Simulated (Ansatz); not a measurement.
# MgS: how the settings move a single-point run

How sensitive is a single-point run of MgS to its settings? A reference run comes first, then one run with altered input.

Program: Ansatz 0.2.0. Level of theory: reference: DFT, PBE, plane-wave PAW, default files, scalar-relativistic. These are calculated values, not measurements.

## Step 1: The system as given

Symmetry: Fm-3m, No. 225, cubic system. The conventional cell has a = 5.209 Å, b = 5.209 Å, c = 5.209 Å, α = 90.00°, β = 90.00°, γ = 90.00°. Mg (site symmetry m-3m) is surrounded by 6 S at 2.60 Å. Around S (site symmetry m-3m) lie 6 Mg at 2.60 Å.

Coordinates:

```cif
data_structure
_symmetry_space_group_name_H-M 'Fm-3m'
_symmetry_Int_Tables_number 225
_cell_length_a 5.2088
_cell_length_b 5.2088
_cell_length_c 5.2088
_cell_angle_alpha 90.000
_cell_angle_beta 90.000
_cell_angle_gamma 90.000
_cell_volume 141.32
loop_
_atom_site_label
_atom_site_type_symbol
_atom_site_symmetry_multiplicity
_atom_site_Wyckoff_symbol
_atom_site_fract_x
_atom_site_fract_y
_atom_site_fract_z
_atom_site_occupancy
Mg1 Mg 4 a 0.00000 0.00000 0.00000 1
S1 S 4 b 0.50000 0.00000 0.00000 1
```

## Step 2: Baseline

Contents of input.yaml:

```yaml
crystal:
  lattice:
    - [0.0, 2.6043975556, 2.6043975556]
    - [2.6043975556, 0.0, 2.6043975556]
    - [2.6043975556, 2.6043975556, 0.0]
  atoms:
    - { symbol: Mg, position: [0.0, 0.0, 0.0] }
    - { symbol: S, position: [0.5, 0.5, 0.5] }
kpoints:
  mp_grid: { grid: [9, 9, 9] }
scf:
  occupations: { method: fermi_dirac, width: 0.02 }
hamiltonian:
  xc: pbe
  pseudopotentials: { kind: paw }
output:
  forces: true
  stress: true
  populations: true
  efg:
    quadrupole_moments_barn: { Mg: 0.1994, S: -0.0694 }
    contact_densities: true
```

Command:

```
> ansatz run input.yaml --threads 1 --pin off --max-ram 2560MiB --backend cpu --events-out ev --progress --plain --runs-dir out
```

Excerpt of the output:

```text
[...]
Basis set: ecut = 420 eV, 701 PW (Γ), exchange–correlation on 50×50×50 points (8 copies of the dense FFT grid, shifted against one another)
[...]
k-points: 35 of 729
[...]
SCF iter   1: F=—  HF=-2828.747743 eV  |F-HF|=—  |Δ(HF+E_count)|=         —  Δρ=4.14e-4  dr2=4.26e-5  ethr=1.77e-3  ⟨swp⟩=7.3  Hψ=2615  notcnv=0
preconditioner: auto → none  [insulator: Δε(μ)=2.905 eV  Ē_g=11.731 eV  σ=0.020 eV  W_gap=1.00  n_scr=8 (ndim 8)  ℏωp=17.7 eV  f_vac=0.000  D(μ)=0.00/eV (n_scr^D=0)  ε∞_Penn≈3.3]
SCF iter   2: F=—  HF=-2828.747684 eV  |F-HF|=—  |Δ(HF+E_count)|=   5.85e-5  Δρ=3.22e-4  dr2=4.94e-5  ethr=2.66e-7  ⟨swp⟩=3.0  Hψ=1113  notcnv=0
[...]
SCF iter   5: F=—  HF=-2828.747703 eV  |F-HF|=—  |Δ(HF+E_count)|=   6.63e-7  Δρ=3.34e-5  dr2=6.44e-7  ethr=1.54e-8  ⟨swp⟩=1.1  Hψ=431  notcnv=0
SCF iter   6: F=-2828.747702 eV  HF=-2828.747702 eV  |F-HF|=6.28e-8  |Δ(HF+E_count)|=   1.99e-7  Δρ=1.21e-5  dr2=8.51e-8  ethr=6.25e-10  ⟨swp⟩=3.5  Hψ=1481  notcnv=0
[...]
SCF converged after 6 iterations
Free energy (F): -2828.747702 eV
[...]
E sigma→0 (E₀):  -2828.747702 eV
Fermi energy:    7.803088 eV
[...]
  P = ⅓ Tr σ = 0.9143 GPa (9.143 kbar)
[...]
```

Run time: 2.6 s. Hardware: 1 thread of Intel Xeon Platinum 8488C (Sapphire Rapids), shared host; peak memory 0.33 GiB.

## Step 3: Changed: occupations.method methfessel_paxton, occupations.width 0.025

Changes to input.yaml since step 2:

```diff
@@ -11,3 +11,3 @@
 scf:
-  occupations: { method: fermi_dirac, width: 0.02 }
+  occupations: { method: methfessel_paxton, width: 0.025 }
 hamiltonian:
```

Command:

```
> ansatz run input.yaml --threads 1 --pin off --max-ram 2560MiB --backend cpu --events-out ev --progress --plain --runs-dir out
```

The program printed, shortened:

```text
Warning: RAYON_NUM_THREADS=1 ignored (pool sized by the plan → 1); use --threads N
[...]
Pseudopotentials: kind: paw
Pseudopotential: Mg, paw, valence charge 10, recommended cutoff 420 eV (normal), Mg.paw.azcp
Pseudopotential: S, paw, valence charge 6, recommended cutoff 420 eV (normal), S.paw.azcp
Functional definition: PBE
[...]
Crystal: 2 atoms, lattice volume = 35.331 Å³
Basis set: ecut = 420 eV, 701 PW (Γ), exchange–correlation on 50×50×50 points (8 copies of the dense FFT grid, shifted against one another)
Bands: 12, of which v1, the nominal top of the filled ones, is band 8 counted from 1 (7 counted from 0)
Symmetry: 48 space group operations
Space group: Fm-3m (ITA 225), of the structure as read, at distance tolerance 3.3e-5 Å
k-points: 35 of 729
[...]
SCF iter   1: F=—  HF=-2828.747778 eV  |F-HF|=—  |Δ(HF+E_count)|=         —  Δρ=4.15e-4  dr2=4.29e-5  ethr=1.77e-3  ⟨swp⟩=6.9  Hψ=2576  notcnv=0
[...]
SCF iter   6: F=-2828.747702 eV  HF=-2828.747702 eV  |F-HF|=5.68e-8  |Δ(HF+E_count)|=   1.98e-7  S|Δr|=    0.00e0  Δρ=1.15e-5  dr2=7.71e-8  ethr=6.25e-10  ⟨swp⟩=3.5  Hψ=1477  notcnv=0
[...]
SCF converged after 6 iterations
Stability not checked: this state was not tested for a lower state beside it, because cold or Methfessel-Paxton smearing, or corrected tetrahedra, fill the levels in a way that the test cannot read (fill_not_monotonic; see scf.lower_state_search)
Free energy (F): -2828.747702 eV
[...]
E sigma→0 (E₀):  -2828.747702 eV
Fermi energy:    7.808370 eV
Step filling:    the computed levels leave a gap of 2.9129 eV = 116.5 smearing widths at the electron count; against every level under it full and every level over it empty, smearing changes F+E_penalty+E_count by +0.00e0 meV and its σ→0 estimate by +0.00e0 meV
[...]
--- Forces (eV/Å), atoms counted from 1 ---
  atom   1  Mg    -0.00000000    -0.00000000    -0.00000000
  atom   2  S      0.00000000    -0.00000000    -0.00000000
[...]
--- Stress (GPa, compression-positive) ---
        0.914273       0.000000       0.000000
        0.000000       0.914273      -0.000000
        0.000000       0.000000       0.914273
  P = ⅓ Tr σ = 0.9143 GPa (9.143 kbar)
--- PAW observables at the nuclei: V_zz in 10²¹ V/m², potentials from the cell's mean, atoms counted from 1 ---
  atom   1  Mg V_zz =    -0.000000   η = 0.0000   by run symmetry: forbidden   C_q = -0.0000 MHz
            electrostatic potential = -1100.930220 V   contact ρ = 7796.630634 e/Å³
  atom   2  S  V_zz =    -0.000000   η = 0.0000   by run symmetry: forbidden   C_q = +0.0000 MHz
            electrostatic potential = -1633.411945 V   contact ρ = 19763.920408 e/Å³
--- Band table (eV; the first three rows and the last of 35) ---
  k-point 0: bands = ["-68.3730", "-35.1246", "-35.1246", "-35.1246", "-6.2958", "6.3520", "6.3520", "6.3520", "10.0494", "14.2707", "14.2707", "14.2707"]
[...]
--- Löwdin populations: 2 sites ---
  site symbol       q [e]
     0     Mg      8.5550
     1      S      7.2982
  spilling = 0.009173 (of n_electrons = 16.000000)
```

Wall time 2.6 s (1 thread of Intel Xeon Platinum 8488C (Sapphire Rapids), shared host); peak memory 0.33 GiB.

The changed input (smearing) leaves the energy the same to the digits printed.

## Step 4: Comparison

| run | ending | energy change | pressure (GPa) | gap (eV) | force (eV/Å) | cycles | time |
| --- | --- | --- | --- | --- | --- | --- | --- |
| reference | converged | 0 | 0.9 | 2.91 | 0.00 | 6 | 2.6 s |
| 1: occupations.method methfessel_paxton, occupations.width 0.025 | converged | 0.0 meV/atom (σ→0) | 0.9 | 2.91 | 0.00 | 6 | 2.6 s |

Residual by cycle in the longest SCF loop of each run; runs are numbered as in the table. The quantity is the density residual dr2, in eV.

| cycle | reference | run 1 |
| --- | --- | --- |
| 1 | 4.3e-5 | 4.3e-5 |
| 2 | 4.9e-5 | 4.9e-5 |
| 3 | 4.9e-6 | 5.3e-6 |
| 4 | 2.5e-6 | 2.6e-6 |
| 5 | 6.4e-7 | 6.3e-7 |
| 6 | 8.5e-8 | 7.7e-8 |

What this shows: The changed input (smearing) leaves the energy the same to the digits printed.

The gaps are Kohn-Sham values of a semilocal functional, not quasiparticle or optical gaps. Such gaps usually fall short of the measured ones.
